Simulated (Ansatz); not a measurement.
All numbers below come from DFT PBE, scalar-relativistic, plane waves, PAW in Ansatz. Cutoff 420 eV, Γ-centred meshes of about 0.25 Å⁻¹ or finer for metals and 0.3 Å⁻¹ for insulators (2π included), Gaussian smearing. No spin polarisation.

Temperature and zero-point effects are left out.

Compare these two cells of KF, each relaxed at this level.

1.

```yaml
crystal:
  lattice:
    - [3.78278, 0.00000, 0.00000]
    - [-1.89139, 3.27598, 0.00000]
    - [0.00000, 0.00000, 12.85683]
  atoms:
    - { symbol: K, position: [0.33333, 0.66667, 0.25000] }
    - { symbol: K, position: [0.66667, 0.33333, 0.75000] }
    - { symbol: K, position: [0.00000, 0.00000, 0.00000] }
    - { symbol: K, position: [0.00000, 0.00000, 0.50000] }
    - { symbol: F, position: [0.33333, 0.66667, 0.62327] }
    - { symbol: F, position: [0.66667, 0.33333, 0.12327] }
    - { symbol: F, position: [0.33333, 0.66667, 0.87673] }
    - { symbol: F, position: [0.66667, 0.33333, 0.37673] }
```

2.

```yaml
crystal:
  lattice:
    - [3.73722, 0.00000, 0.00000]
    - [-1.86861, 3.23653, 0.00000]
    - [0.00000, 0.00000, 6.60049]
  atoms:
    - { symbol: K, position: [0.00000, 0.00000, 0.50000] }
    - { symbol: K, position: [0.00000, 0.00000, 0.00000] }
    - { symbol: F, position: [0.66667, 0.33333, 0.75000] }
    - { symbol: F, position: [0.33333, 0.66667, 0.25000] }
```

Question: Which is lower in energy, and by how much?

Answer: Cell 1 is lower, by 23 meV/atom. Cell 1 has space group P6_3/mmc (No. 194), 19.9 Å³/atom and a gap of 5.74 eV on its mesh; cell 2 has the nickel arsenide type, space group P6_3/mmc (No. 194), 20.0 Å³/atom and a gap of 5.90 eV. Counting F atoms around K (those within 1.25 times the shortest such distance or 1.15 times the sum of covalent radii), cell 1 and cell 2 both have K 6. Both come from trial cells of a structure search, whose lowest cell (rock salt type, Fm-3m, 19.9 Å³/atom) lies 18 meV/atom below the lower of the two. The part of the Crystallography Open Database at hand lists KF in space group No. 225, which no cell shown has.

Kohn–Sham gaps at this level usually fall short of measured ones. With atoms moved at random, cell 1 and cell 2 came back. Some candidate types were left out of the draw beforehand, so a known form may be missing.
